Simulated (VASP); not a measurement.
# MnO (Manganosite) (Fm-3m) in VASP: notebook, part 2 of 2

VASP 6.6.1. The steps go on from the part before.

## (3) Relaxation of cell and atoms, PBE, collinear spin, ferromagnetic start

Contents of INCAR:

```
ALGO = Normal ; AMIX = 0.2
AMIX_MAG = 0.8 ; BMIX = 1E-4
BMIX_MAG = 1E-4 ; EDIFF = 1E-6
EDIFFG = -0.01 ; ENCUT = 600
GGA = PE ; IBRION = 2
ISIF = 3 ; ISMEAR = 0
ISPIN = 2 ; LASPH = T
LCHARG = F ; LMAXMIX = 4
LORBIT = 11 ; LREAL = F
LWAVE = F ; MAGMOM = 5 0
NELM = 150 ; NSW = 90
PREC = Accurate ; SIGMA = 0.03
```

Contents of KPOINTS:

```
k-points
0
Gamma
  14 14 14
```

Contents of POSCAR:

```
MnO
1.0
    0.0000000000      2.2230000000      2.2230000000
    2.2230000000      0.0000000000      2.2230000000
    2.2230000000      2.2230000000      0.0000000000
Mn O
1 1
Direct
    0.0000000000      0.0000000000      0.0000000000
    0.5000000000      0.5000000000      0.5000000000
```

Potentials or basis: VASP PAW PBE potentials, release 64 (Mn_pv, O).

On the command line:

```
$ cat potpaw_PBE.64/Mn_pv/POTCAR potpaw_PBE.64/O/POTCAR > POTCAR
$ mpirun -np 1 vasp_std > vasp.out
```

OUTCAR:

```text
AMIX = 0.2
   AMIX_MAG = 0.8
   EDIFF = 1E-6
   EDIFFG = -0.01
   ENCUT = 600
   GGA = PE
   IBRION = 2
   ISIF = 3
   ISMEAR = 0
   ISPIN = 2
   LASPH = T
   LORBIT = 11
   LREAL = F
   NELM = 150
   NSW = 90
   PREC = Accurate

 ion  position               nearest neighbor table
   1  0.000  0.000  0.000-   2 2.22   2 2.22   2 2.22   2 2.22   2 2.22   2 2.22
   2  0.500  0.500  0.500-   1 2.22   1 2.22   1 2.22   1 2.22   1 2.22   1 2.22

  LATTYP: Found a face centered cubic cell.
 ALAT       =     4.4460000000

  Lattice vectors:

 A1 = (   0.0000000000,   2.2230000000,   2.2230000000)
 A2 = (   2.2230000000,   0.0000000000,   2.2230000000)
 A3 = (   2.2230000000,   2.2230000000,   0.0000000000)

Analysis of symmetry for initial positions (statically):
=====================================================================
 Subroutine PRICEL returns:
 Original cell was already a primitive cell.

 Routine SETGRP: Setting up the symmetry group for a
 face centered cubic supercell.
[... 1144 lines left out ...]
      6       3.2802      1.00000
[... 8 lines left out ...]
     15      21.7262      0.00000
     16      22.8636      0.00000

 [... further k-points ...]

------------------------ aborting loop because EDIFF is reached ----------------------------------------

  FORCE on cell =-STRESS in cart. coord.  units (eV):
  Direction    XX          YY          ZZ          XY          YZ          ZX
  --------------------------------------------------------------------------------------
  -------------------------------------------------------------------------------------
  Total        0.0084766      0.0084766      0.0084766     -0.0000000     -0.0000000      0.0000000
  in kB        0.6216636      0.6216636      0.6216636     -0.0000000     -0.0000000      0.0000000
  external PRESSURE =       0.6216636 kB  Pullay stress =       0.0000000 kB

 VOLUME and BASIS-vectors are now :
 -----------------------------------------------------------------------------
  energy-cutoff  :      600.00
  volume of cell :       21.85
      direct lattice vectors                 reciprocal lattice vectors
    -0.000000000  2.218787374  2.218787374    -0.225348317  0.225348317  0.225348317
     2.218787374  0.000000000  2.218787374     0.225348317 -0.225348317  0.225348317
     2.218787374  2.218787374 -0.000000000     0.225348317  0.225348317 -0.225348317

 POSITION                                       TOTAL-FORCE (eV/Angst)
 -----------------------------------------------------------------------------------
      2.21879      2.21879      4.43757        -0.000000      0.000000      0.000000
      2.21879      2.21879      2.21879         0.000000     -0.000000     -0.000000
 -----------------------------------------------------------------------------------
    total drift:                                0.000000      0.000000      0.000000

  FREE ENERGIE OF THE ION-ELECTRON SYSTEM (eV)
  ---------------------------------------------------
  free  energy   TOTEN  =       -16.4044090871 eV

  energy  without entropy=      -16.4039284080  energy(sigma->0) =      -16.40416875

 reached required accuracy - stopping structural energy minimisation

 total charge

# of ion       s       p       d       tot
------------------------------------------
    1        0.204   6.178   4.979  11.360
    2        1.558   3.417   0.000   4.975
--------------------------------------------------
tot          1.762   9.595   4.979  16.335

 magnetization (x)

# of ion       s       p       d       tot
------------------------------------------
    1        0.034   0.026   4.250   4.310
    2        0.030   0.168   0.000   0.198
--------------------------------------------------
tot          0.065   0.193   4.250   4.508
```

OSZICAR:

```text
N       E                     dE             d eps       ncg     rms          rms(c)
DAV:   1     0.171160206184E+03    0.17116E+03   -0.12541E+04  6672   0.160E+03
DAV:   2    -0.110969404690E+02   -0.18226E+03   -0.17124E+03  7528   0.393E+02
[... 14 lines left out ...]
DAV:   1    -0.164124298996E+02   -0.82301E-02   -0.13031E-01  6664   0.518E+00    0.855E-01
DAV:   2    -0.164070165377E+02    0.54134E-02   -0.57568E-03  6688   0.109E+00    0.408E-01
DAV:   3    -0.164045850614E+02    0.24315E-02   -0.55968E-03  6752   0.946E-01    0.258E-01
DAV:   4    -0.164044832938E+02    0.10177E-03   -0.49752E-04  7192   0.211E-01    0.138E-01
DAV:   5    -0.164044103718E+02    0.72922E-04   -0.42960E-05  6768   0.640E-02    0.438E-02
DAV:   6    -0.164044090508E+02    0.13210E-05   -0.24890E-05  6968   0.574E-02    0.101E-02
DAV:   7    -0.164044090871E+02   -0.36233E-07   -0.14338E-06  5952   0.194E-02
   2 F= -.16404409E+02 E0= -.16404169E+02  d E =-.208477E-03  mag=     4.7408
```

CONTCAR:

```text
MnO
   1.00000000000000
    -0.0000000000000000    2.2187873741310780    2.2187873741310780
     2.2187873741310780    0.0000000000000000    2.2187873741310780
     2.2187873741310780    2.2187873741310780   -0.0000000000000000
  Mn              O
     1     1
Direct
     1.0000000000000000    1.0000000000000000    0.0000000000000000
     0.5000000000000000    0.5000000000000000    0.5000000000000000

  0.00000000E+00  0.00000000E+00  0.00000000E+00
  0.00000000E+00  0.00000000E+00  0.00000000E+00
```

Run time: 64 s. Hardware: 1 thread of Intel Xeon 6975P-C (Granite Rapids), shared host; peak memory 0.22 GiB.

Results:

| Item | Value |
| --- | --- |
| Free energy | -16.4044 eV |
| Relaxed volume | 10.92 Å³/atom |
| Relaxed cell | a = 3.138 Å, b = 3.138 Å, c = 3.138 Å, α = 60.00°, β = 60.00°, γ = 60.00° |
| Space group after relaxing (to 0.05 Å) | Fm-3m (No. 225) |
| Energy gained by relaxing | 0.1 meV/atom |
| Ionic steps | 2 |
| Pressure after relaxing | 0.1 GPa |
| Band gap on the k mesh | none (metal or under the smearing width) |
| Net moment | 4.74 μB per cell |
| Site moments | Mn +4.31; O +0.20 μB |
| Valence electrons inside the program's atomic spheres | Mn 11.36; O 4.97 |

The path:
| step | energy change (eV) | largest force (eV/Å) | pressure (GPa) | volume (Å³) |
| --- | --- | --- | --- | --- |
| 1 | 0.0000 | 0.0000 | -0.57 | 21.97 |
| 2 | -0.0002 | 0.0000 | 0.06 | 21.85 |

Final structure:
```
Mn O
1.0
     0.00000    2.21879    2.21879
     2.21879    0.00000    2.21879
     2.21879    2.21879    0.00000
Mn O
1 1
Direct
  0.00000 0.00000 0.00000
  0.50000 0.50000 0.50000
```

Levels at points of the mesh, in eV from the Fermi level:
Spin up:
```csv
k point,band 9,band 10,band 11,band 12,band 13,band 14,band 15,band 16
"(0.00, 0.00, 0.00)",-3.24,-3.24,-2.70,-2.70,-0.51,13.98,16.37,16.37
"(0.50, 0.00, 0.00)",-2.33,-1.89,0.20,0.20,3.48,7.76,11.91,11.91
"(0.50, 0.50, 0.00)",-2.27,-2.06,-2.06,-1.92,5.05,7.83,10.43,13.70
```
Spin down:
```tsv
k point	band 3	band 4	band 5	band 6	band 7	band 8	band 9	band 10	band 11	band 12
(0.00, 0.00, 0.00)	-45.74	-19.90	-3.42	-3.42	-3.42	0.70	0.70	0.70	0.79	1.33
(0.50, 0.00, 0.00)	-45.75	-18.94	-7.44	-4.91	-4.91	1.89	1.94	1.94	3.62	3.62
(0.50, 0.50, 0.00)	-45.77	-18.97	-6.48	-4.39	-4.39	-0.88	1.92	2.13	2.37	2.37
```

Caveat: a cell with one magnetic atom can't hold antiferromagnetic order, which such compounds often take; semilocal functionals often make such compounds metallic where correlation or magnetic order opens a gap, which also shifts bond lengths. With open d or f shells a metallic result of PBE can be an artefact of self-interaction; +U or a hybrid may open a gap.
